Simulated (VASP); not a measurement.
# SnSe2 (P-3m1) in VASP: further runs

Runs on SnSe2. Level: r2SCAN+D3(BJ). Tasks: single point.

Program: VASP 6.6.1. These are calculated values, not measurements. Logs are shortened: lines on timing, memory, paths and dates and some standing lists are left out, and cuts for length are marked.

**1. Starting point**

The structure is trigonal, space group P-3m1 (No. 164). The conventional cell has a = 3.702 Å, b = 3.702 Å, c = 5.549 Å, α = 90.00°, β = 90.00°, γ = 120.00°. Sn (site symmetry -3m) has 6 Se at 2.65 Å as nearest neighbours. Around Se (site symmetry 3m) lie 3 Sn at 2.65 Å.

**2. Single point, r2SCAN+D3(BJ)**

The input, POSCAR:

```
SnSe2
1.0
    3.7021982907      0.0000000000      0.0000000000
   -1.8510991453      3.2061977696      0.0000000000
    0.0000000000      0.0000000000      5.5486816578
Sn Se
1 2
Direct
    0.0000000000      0.0000000000      0.0000000000
    0.3333333333      0.6666666667      0.2820881921
    0.6666666667      0.3333333333      0.7179118079
```

The input, INCAR.step1:

```
PREC = Accurate ; ENCUT = 520
ISMEAR = 0 ; SIGMA = 0.02
LREAL = False ; LASPH = True
NELM = 100 ; NBANDS = 20
GGA = PE ; ALGO = Normal
EDIFF = 1E-4 ; LWAVE = True
LCHARG = False
```

The input, INCAR.step2:

```
PREC = Accurate ; ENCUT = 520
EDIFF = 1E-6 ; ISMEAR = 0
SIGMA = 0.02 ; LREAL = False
LASPH = True ; NELM = 100
ALGO = Normal ; ISIF = 2
LWAVE = False ; LCHARG = False
METAGGA = R2SCAN ; LMIXTAU = True
IVDW = 12 ; VDW_S6 = 1.0
VDW_S8 = 0.78981345 ; VDW_A1 = 0.49484001
VDW_A2 = 5.73083694 ; NBANDS = 20
ISTART = 1
```

The input, KPOINTS:

```
Automatic mesh
0
Gamma
  12 12 6
```

Potentials or basis: VASP PAW PBE potentials, release 64 (Sn_d, Se).

Started as:

```
$ cat potpaw_PBE.64/Sn_d/POTCAR potpaw_PBE.64/Se/POTCAR > POTCAR
$ cp INCAR.step1 INCAR
$ mpirun -np 1 vasp_std > vasp.out
$ cp INCAR.step2 INCAR
$ mpirun -np 1 vasp_std > vasp.out
```

OUTCAR:

```text
PREC = Accurate
   ENCUT = 520
   EDIFF = 1E-6
   ISMEAR = 0
   LREAL = False
   LASPH = True
   NELM = 100
   ISIF = 2
   METAGGA = R2SCAN
   IVDW = 12
   ISTART = 1
 IVDW          = 12

 ion  position               nearest neighbor table
   1  0.000  0.000  0.000-   2 2.65   3 2.65   2 2.65   3 2.65   3 2.65   2 2.65
   2  0.333  0.667  0.282-   1 2.65   1 2.65   1 2.65
   3  0.667  0.333  0.718-   1 2.65   1 2.65   1 2.65

  LATTYP: Found a hexagonal cell.
 ALAT       =     3.7021982907
 C/A-ratio  =     1.4987532331

  Lattice vectors:

 A1 = (   3.7021982907,   0.0000000000,   0.0000000000)
 A2 = (  -1.8510991453,   3.2061977696,   0.0000000000)
 A3 = (   0.0000000000,   0.0000000000,   5.5486816578)

Analysis of symmetry for initial positions (statically):
=====================================================================
 Subroutine PRICEL returns:
 Original cell was already a primitive cell.

 Routine SETGRP: Setting up the symmetry group for a
 hexagonal supercell.

 Subroutine GETGRP returns: Found 12 space group operations
 (whereof 12 operations were pure point group operations)
 out of a pool of 24 trial point group operations.

The static configuration has the point symmetry D_3d.

Analysis of symmetry for dynamics (positions and initial velocities):
=====================================================================
 Subroutine PRICEL returns:
 Original cell was already a primitive cell.

 Routine SETGRP: Setting up the symmetry group for a
 hexagonal supercell.

 Subroutine GETGRP returns: Found 12 space group operations
 (whereof 12 operations were pure point group operations)
 out of a pool of 24 trial point group operations.

The dynamic configuration has the point symmetry D_3d.

 Subroutine INISYM returns: Found 12 space group operations
 (whereof 12 operations are pure point group operations),
 and found     1 'primitive' translations

----------------------------------------------------------------------------------------

                                     Primitive cell

  volume of cell :      65.8627

  direct lattice vectors                    reciprocal lattice vectors
     3.702198291  0.000000000  0.000000000     0.270109789  0.155947960  0.000000000
    -1.851099145  3.206197770  0.000000000     0.000000000  0.311895919  0.000000000
     0.000000000  0.000000000  5.548681658     0.000000000  0.000000000  0.180222990

  length of vectors
     3.702198291  3.702198291  5.548681658     0.311895919  0.311895919  0.180222990

  position of ions in fractional coordinates (direct lattice)
     0.000000000  0.000000000  0.000000000
     0.333333333  0.666666667  0.282088192
     0.666666667  0.333333333  0.717911808

  ion indices of the primitive-cell ions
   primitive index   ion index
                 1           1
                 2           2
                 3           3

----------------------------------------------------------------------------------------

 KPOINTS: Automatic mesh

Automatic generation of k-mesh.
 Grid dimensions read from file:
 generate k-points for:   12   12    6

 Generating k-lattice:

  Cartesian coordinates                     Fractional coordinates (reciprocal lattice)
     0.022509149  0.012995663  0.000000000     0.083333333 -0.000000000  0.000000000
     0.000000000  0.025991327  0.000000000     0.000000000  0.083333333  0.000000000
     0.000000000  0.000000000  0.030037165     0.000000000  0.000000000  0.166666667

  Length of vectors
     0.025991327  0.025991327  0.030037165

  Shift w.r.t. Gamma in fractional coordinates (k-lattice)
     0.000000000  0.000000000  0.000000000

 Subroutine IBZKPT returns following result:
 ===========================================

 Found    100 irreducible k-points:

 Following reciprocal coordinates:
            Coordinates               Weight
  0.000000  0.000000  0.000000      1.000000
  0.083333  0.000000  0.000000      6.000000
  0.166667 -0.000000  0.000000      6.000000
  0.250000 -0.000000  0.000000      6.000000
  0.333333  0.000000  0.000000      6.000000
  0.416667 -0.000000  0.000000      6.000000
[... 16 lines left out ...]
  0.166667 -0.000000  0.166667      6.000000
  0.000000  0.166667  0.166667      6.000000
 [... further k-points ...]
   k-points           NKPTS =    100   k-points in BZ     NKDIM =    100   number of bands    NBANDS=     20
   number of dos      NEDOS =    301   number of ions     NIONS =      3
   total plane-waves  NPLWV =  32928
   dimension x,y,z NGX =    28 NGY =   28 NGZ =   42
   dimension x,y,z NGXF=    56 NGYF=   56 NGZF=   84
   ions per type =               1   2
   NGX,Y,Z   is equivalent  to a cutoff of  12.57, 12.57, 12.58 a.u.
   NGXF,Y,Z  is equivalent  to a cutoff of  25.15, 25.15, 25.17 a.u.
 SYSTEM =  unknown system
   PREC   = accura    normal or accurate (medium, high low for compatibility)
   ISTART =      1    job   : 0-new  1-cont  2-samecut
   ICHARG =      0    charge: 1-file 2-atom 10-const
   ISPIN  =      1    spin polarized calculation?
   LNONCOLLINEAR =      F non collinear calculations
   LSORBIT =      F    spin-orbit coupling
   LASPH  =      T    aspherical Exc in radial PAW
   ENCUT  =  520.0 eV  38.22 Ry    6.18 a.u.   6.88  6.88 10.32*2*pi/ulx,y,z
   NELM   =    100;   NELMIN=  2; NELMDL=  0     # of ELM steps
   EDIFF  = 0.1E-05   stopping-criterion for ELM
   LREAL  =      F    real-space projection
[... 7 lines left out ...]
   TEBEG  =    0.0;   TEEND  =   0.0 temperature during run
   PSTRESS=    0.0 pullay stress
   NELECT =      26.0000    total number of electrons
   NUPDOWN=      -1.0000    fix difference up-down
   EMIN   =  10.00;   EMAX   =-10.00  energy-range for DOS
   EFERMI =   0.00;   METHOD = LEGACY
   ISMEAR =     0;   SIGMA  =   0.02  broadening in eV -4-tet -1-fermi 0-gaus
   EFERMI_NEDOS =   21; number of points for ismear=-14 and -15
   IALGO  =     38    algorithm
   IMIX   =      4    mixing-type and parameters
     AMIX     =   0.40;   BMIX     =  1.00
     AMIX_MAG =   1.60;   BMIX_MAG =  1.00
  volume/ion in A,a.u.               =      21.95       148.15
  Fermi-wavevector in a.u.,A,eV,Ry     =   1.200935  2.269437 19.622919  1.442244
  Thomas-Fermi vector in A             =   2.336757
   LORBIT       =      0    0 simple, 1 ext, 2 COOP (PROOUT), +10 PAW based schemes
   METAGGA = R2SCAN    functional components
   LHFCALC =     F    Hartree Fock is set to
   AEXX    =    0.0000 exact exchange contribution
   IVDW    =    12    specifies the selected vdW correction
   LEPSILON=     F    determine dielectric tensor
   LRPA    =     F    only Hartree local field effects (RPA)
 non-spin polarized calculation
 Gauss-broadening in eV      SIGMA  =   0.02
  energy-cutoff  :      520.00
  volume of cell :       65.86
 maximum number of plane-waves:      1796
   NGX = 13   NGY = 13   NGZ = 21

 number of electron      26.0000005 magnetization

 Free energy of the ion-electron system (eV)
  ---------------------------------------------------
  ext. energy  EPLUGINS =         0.00000000
  ---------------------------------------------------
  free energy    TOTEN  =       -54.20608340 eV

  energy without entropy =      -54.20608340  energy(sigma->0) =      -54.20608340

 E-fermi :   6.4843     XC(G=0): -10.9430

 val. band max:        6.3663474828   @ k =   0.0833   0.0833   0.0000
 cond. band min:       6.5854097522   @ k =   0.3333   0.3333   0.0000
 fundamental gap:      0.2190622694
 Fermi energy:         6.4842890038

 k-point     1 :       0.0000    0.0000    0.0000
  band No.  band energies     occupation
      1     -16.2285      2.00000
      2     -16.2284      2.00000
      3     -16.1565      2.00000
      4     -16.1426      2.00000
      5     -16.1426      2.00000
      6      -9.4684      2.00000
[... 12 lines left out ...]
     19      15.6872      0.00000
     20      15.6872      0.00000

 k-point     2 :       0.0833    0.0000    0.0000
  band No.  band energies     occupation
      1     -16.2335      2.00000
      2     -16.2251      2.00000
      3     -16.1538      2.00000
      4     -16.1449      2.00000
      5     -16.1419      2.00000
      6      -9.3872      2.00000
[... 12 lines left out ...]
     19      14.7846      0.00000
     20      15.6183      0.00000

 k-point     3 :       0.1667   -0.0000    0.0000
  band No.  band energies     occupation
      1     -16.2484      2.00000
      2     -16.2167      2.00000
      3     -16.1531      2.00000
      4     -16.1436      2.00000
      5     -16.1392      2.00000
      6      -9.1477      2.00000
[... 12 lines left out ...]
     19      14.3146      0.00000
     20      15.5412      0.00000

 k-point     4 :       0.2500   -0.0000    0.0000
  band No.  band energies     occupation
      1     -16.2701      2.00000
      2     -16.2078      2.00000
      3     -16.1606      2.00000
      4     -16.1329      2.00000
      5     -16.1318      2.00000
      6      -8.7643      2.00000
[... 12 lines left out ...]
     19      14.6176      0.00000
     20      16.0501      0.00000

 k-point     5 :       0.3333    0.0000    0.0000
  band No.  band energies     occupation
      1     -16.2926      2.00000
      2     -16.2020      2.00000
      3     -16.1679      2.00000
      4     -16.1233      2.00000
      5     -16.1194      2.00000
      6      -8.2720      2.00000
[... 12 lines left out ...]
     19      15.7747      0.00000
     20      17.1963      0.00000
[... 353 lines left out ...]
      6      -9.2883      2.00000
[... 12 lines left out ...]
     19      14.8829      0.00000
     20      15.6371      0.00000

 k-point    22 :       0.0000    0.0833    0.1667
  band No.  band energies     occupation
      1     -16.2335      2.00000
      2     -16.2251      2.00000
      3     -16.1536      2.00000
      4     -16.1449      2.00000
      5     -16.1419      2.00000
      6      -9.2880      2.00000
[... 12 lines left out ...]
     19      14.9156      0.00000
     20      14.9706      0.00000

 k-point    23 :       0.1667   -0.0000    0.1667
  band No.  band energies     occupation
      1     -16.2485      2.00000
      2     -16.2167      2.00000
      3     -16.1530      2.00000
      4     -16.1435      2.00000
      5     -16.1392      2.00000
      6      -9.0512      2.00000
[... 12 lines left out ...]
     19      14.8962      0.00000
     20      15.5504      0.00000

 k-point    24 :       0.0000    0.1667    0.1667
  band No.  band energies     occupation
      1     -16.2485      2.00000
      2     -16.2167      2.00000
      3     -16.1532      2.00000
      4     -16.1434      2.00000
      5     -16.1392      2.00000
      6      -9.0492      2.00000
[... 12 lines left out ...]
     19      14.2024      0.00000
     20      15.0553      0.00000

 [... further k-points ...]

------------------------ aborting loop because EDIFF is reached ----------------------------------------

 Edisp (eV)   -0.59994

 E8    (eV) :    -0.2044

  FORCE on cell =-STRESS in cart. coord.  units (eV):
  Direction    XX          YY          ZZ          XY          YZ          ZX
  --------------------------------------------------------------------------------------
  -------------------------------------------------------------------------------------
  Total       4.16219     4.16219     4.15606     0.00000     0.00000     0.00000
  in kB     101.24946   101.24946   101.10037     0.00000     0.00000     0.00000
  external pressure =      101.20 kB  Pullay stress =        0.00 kB

 VOLUME and BASIS-vectors are now :
 -----------------------------------------------------------------------------
  energy-cutoff  :      520.00
  volume of cell :       65.86
      direct lattice vectors                 reciprocal lattice vectors
     3.702198291  0.000000000  0.000000000     0.270109789  0.155947960  0.000000000
    -1.851099145  3.206197770  0.000000000     0.000000000  0.311895919  0.000000000
     0.000000000  0.000000000  5.548681658     0.000000000  0.000000000  0.180222990

 POSITION                                       TOTAL-FORCE (eV/Angst)
 -----------------------------------------------------------------------------------
      0.00000      0.00000      0.00000         0.000000      0.000000      0.000000
     -0.00000      2.13747      1.56522         0.000000     -0.000000      0.020472
      1.85110      1.06873      3.98346        -0.000000      0.000000     -0.020472
 -----------------------------------------------------------------------------------
    total drift:                                0.000000     -0.000000     -0.000000

  FREE ENERGIE OF THE ION-ELECTRON SYSTEM (eV)
  ---------------------------------------------------
  free  energy   TOTEN  =       -54.8060191923 eV

  energy  without entropy=      -54.8060191923  energy(sigma->0) =      -54.80601919
```

Wall time 4.6 min (1 thread of Intel Xeon Platinum 8488C (Sapphire Rapids), shared host); peak memory 0.28 GiB.

Results:

```
Free energy                : -54.8060 eV
Pressure                   : 10.1 GPa
Largest force              : 0.020 eV/Å
Band gap on the k mesh     : 0.22 eV, indirect (least direct gap 1.44 eV)
Dispersion energy per atom : -0.200 eV
```

Forces on the atoms (eV/Å):
```
Sn   0.000  0.000  0.000
Se   0.000  0.000  0.020
Se   0.000  0.000 -0.020
```

Caveat: the PAW data sets were made with another functional, which shifts forces and pressure a little; spin-orbit coupling is left out, which moves the levels of the heavy elements. A k mesh can miss the band edges.

**3. Single point, r2SCAN+D3(BJ)**

This run uses another cell than the first one, of 23.39 Å³/atom, 1.065 times its volume.

The input, POSCAR:

```
SnSe2
1.0
    3.7553840490      0.0000000000      0.0000000000
   -1.8776920245      3.2522579874      0.0000000000
    0.0000000000      0.0000000000      5.7444522590
Sn Se
1 2
Direct
    0.0000000000      0.0000000000      0.0000000000
    0.3333333333      0.6666666667      0.2731590200
    0.6666666667      0.3333333333      0.7268409800
```

The input, INCAR.step1:

```
ALGO = Normal
EDIFF = 1E-4
ENCUT = 520
GGA = PE
ISMEAR = 0
LASPH = T
LCHARG = F
LREAL = F
LWAVE = T
NBANDS = 20
NELM = 100
PREC = Accurate
SIGMA = 0.01
```

The input, INCAR.step2:

```
ALGO = Normal
EDIFF = 1E-6
ENCUT = 520
ISIF = 2
ISMEAR = 0
ISTART = 1
IVDW = 12
LASPH = T
LCHARG = F
LMIXTAU = T
LREAL = F
LWAVE = F
METAGGA = R2SCAN
NBANDS = 20
NELM = 100
PREC = Accurate
SIGMA = 0.01
VDW_A1 = 0.49484001
VDW_A2 = 5.73083694
VDW_S6 = 1.0
VDW_S8 = 0.78981345
```

The input, KPOINTS:

```
k-points
0
Gamma
  12 12 6
```

Potentials or basis: VASP PAW PBE potentials, release 64 (Sn_d, Se).

Started as:

```
$ cat potpaw_PBE.64/Sn_d/POTCAR potpaw_PBE.64/Se/POTCAR > POTCAR
$ cp INCAR.step1 INCAR
$ mpirun -np 1 vasp_std > vasp.out
$ cp INCAR.step2 INCAR
$ mpirun -np 1 vasp_std > vasp.out
```

OUTCAR:

```text
EDIFF = 1E-6
   ENCUT = 520
   ISIF = 2
   ISMEAR = 0
   ISTART = 1
   IVDW = 12
   LASPH = T
   LREAL = F
   METAGGA = R2SCAN
   NELM = 100
   PREC = Accurate
 IVDW          = 12

 ion  position               nearest neighbor table
   1  0.000  0.000  0.000-   2 2.68   3 2.68   2 2.68   3 2.68   3 2.68   2 2.68
   2  0.333  0.667  0.273-   1 2.68   1 2.68   1 2.68
   3  0.667  0.333  0.727-   1 2.68   1 2.68   1 2.68
[... 750 lines left out ...]

 Edisp (eV)   -0.56206

 E8    (eV) :    -0.1913

  FORCE on cell =-STRESS in cart. coord.  units (eV):
  Direction    XX          YY          ZZ          XY          YZ          ZX
  --------------------------------------------------------------------------------------
  -------------------------------------------------------------------------------------
  Total       2.26775     2.26775     2.26688    -0.00000     0.00000     0.00000
  in kB      51.78655    51.78655    51.76679    -0.00000     0.00000     0.00000
  external pressure =       51.78 kB  Pullay stress =        0.00 kB

 VOLUME and BASIS-vectors are now :
 -----------------------------------------------------------------------------
  energy-cutoff  :      520.00
  volume of cell :       70.16
      direct lattice vectors                 reciprocal lattice vectors
     3.755384049  0.000000000  0.000000000     0.266284350  0.153739341  0.000000000
    -1.877692024  3.252257987  0.000000000     0.000000000  0.307478682  0.000000000
     0.000000000  0.000000000  5.744452259     0.000000000  0.000000000  0.174081001

 POSITION                                       TOTAL-FORCE (eV/Angst)
 -----------------------------------------------------------------------------------
      0.00000      0.00000      0.00000        -0.000000      0.000000      0.000000
     -0.00000      2.16817      1.56915         0.000000      0.000000      0.018709
      1.87769      1.08409      4.17530        -0.000000     -0.000000     -0.018709
 -----------------------------------------------------------------------------------
    total drift:                               -0.000000      0.000000      0.000000

  FREE ENERGIE OF THE ION-ELECTRON SYSTEM (eV)
  ---------------------------------------------------
  free  energy   TOTEN  =       -55.0058472101 eV

  energy  without entropy=      -55.0058472101  energy(sigma->0) =      -55.00584721
```

OUTCAR.step1:

```text
EDIFF = 1E-4
   ENCUT = 520
   GGA = PE
   ISMEAR = 0
[... 779 lines left out ...]
      0.00000      0.00000      0.00000        -0.000000      0.000000      0.000000
     -0.00000      2.16817      1.56915         0.000000      0.000000      0.385858
      1.87769      1.08409      4.17530        -0.000000      0.000000     -0.385858
 -----------------------------------------------------------------------------------
    total drift:                               -0.000000      0.000000     -0.000000

  FREE ENERGIE OF THE ION-ELECTRON SYSTEM (eV)
  ---------------------------------------------------
  free  energy   TOTEN  =       -11.6107548319 eV

  energy  without entropy=      -11.6107548319  energy(sigma->0) =      -11.61075483
```

It took 5.9 min on 1 thread of Intel Xeon Platinum 8488C (Sapphire Rapids), shared host; peak memory 0.29 GiB.

What came out:

* Free energy: -55.0058 eV
* Pressure: 5.2 GPa
* Largest force: 0.019 eV/Å
* Band gap on the k mesh: 0.49 eV, indirect (least direct gap 1.37 eV)
* Dispersion energy per atom: -0.187 eV

Forces in eV/Å, atoms in the order of the input:
```
Sn   0.000  0.000  0.000
Se   0.000  0.000  0.019
Se   0.000  0.000 -0.019
```

Caveat: the PAW data sets were made with another functional, which shifts forces and pressure a little; spin-orbit coupling is left out, which moves the levels of the heavy elements. A k mesh can miss the band edges.
